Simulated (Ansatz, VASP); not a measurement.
# KBr: VASP beside Ansatz

The input POSCAR:

```
KBr
1.0
    0.0000000000      3.3506473917      3.3506473917
    3.3506473917      0.0000000000      3.3506473917
    3.3506473917      3.3506473917      0.0000000000
K Br
1 1
Direct
    0.0000000000      0.0000000000      0.0000000000
    0.5000000000      0.5000000000      0.5000000000
```

INCAR.step1

```
PREC = Accurate
ENCUT = 520
ISMEAR = -1
SIGMA = 0.05
LREAL = False
LASPH = True
NELM = 100
NBANDS = 15
GGA = PE
ALGO = Normal
EDIFF = 1E-4
LWAVE = True
LCHARG = False
```

Contents of INCAR.step2:

```
PREC = Accurate
ENCUT = 520
EDIFF = 1E-8
ISMEAR = -1
SIGMA = 0.05
LREAL = False
LASPH = True
NELM = 100
ALGO = Normal
ISIF = 2
LWAVE = False
LCHARG = False
METAGGA = R2SCAN
LMIXTAU = True
LEFG = True
NBANDS = 15
ISTART = 1
```

The input KPOINTS:

```
Automatic mesh
0
Gamma
  12 12 12
```

Input for Ansatz:

```yaml
crystal:
  lattice:
    - [0.0, 3.3506473917, 3.3506473917]
    - [3.3506473917, 0.0, 3.3506473917]
    - [3.3506473917, 3.3506473917, 0.0]
  atoms:
    - { symbol: K, position: [0.0, 0.0, 0.0] }
    - { symbol: Br, position: [0.5, 0.5, 0.5] }
kpoints:
  mp_grid: { grid: [12, 12, 12] }
  band_path:
    path:
      - [0.0, 0.0, 0.0]
      - [0.5, 0.0, 0.5]
      - [0.625, 0.25, 0.625]
      - [0.375, 0.375, 0.75]
      - [0.0, 0.0, 0.0]
      - [0.5, 0.5, 0.5]
      - [0.5, 0.25, 0.75]
      - [0.5, 0.0, 0.5]
    npoints: 5
scf:
  occupations: { method: fermi_dirac, width: 0.05 }
hamiltonian:
  xc: r2scan
  pseudopotentials: { kind: paw }
output:
  forces: true
  stress: true
  eigenvalues: true
  efg: { contact_densities: true }
```

Alike in both runs: task electric field gradients; functional r2SCAN; k mesh 12 × 12 × 12; occupations fermi-dirac, width 0.05 eV; no spin polarisation.

```csv
,VASP,Ansatz
version,VASP 6.6.1,Ansatz 0.2.0
potentials or method,"VASP PAW PBE potentials, release 64 (K_sv, Br)","PAW with Ansatz's default frozen-core files, scalar-relativistic"
plane-wave cutoff (eV),520,500
valence electrons in the cell,16,16
```

```csv
,VASP,Ansatz,Ansatz less VASP
gap on the k mesh at the Fermi level (eV),4.95,4.95,-0.002
pressure (GPa),-0.6,-0.6,+0.01
Vzz of the field gradient on the site that differs most (V/Å²),0.0,0.0,0.00
```

The functional is the same, so the differences come from potentials, cutoffs and numerics.

Caveats: the PAW data sets were made with another functional, which shifts forces and pressure a little (VASP). r2SCAN opens gaps a little over a GGA but as a rule still falls short of measured ones. A k mesh can miss the band edges.
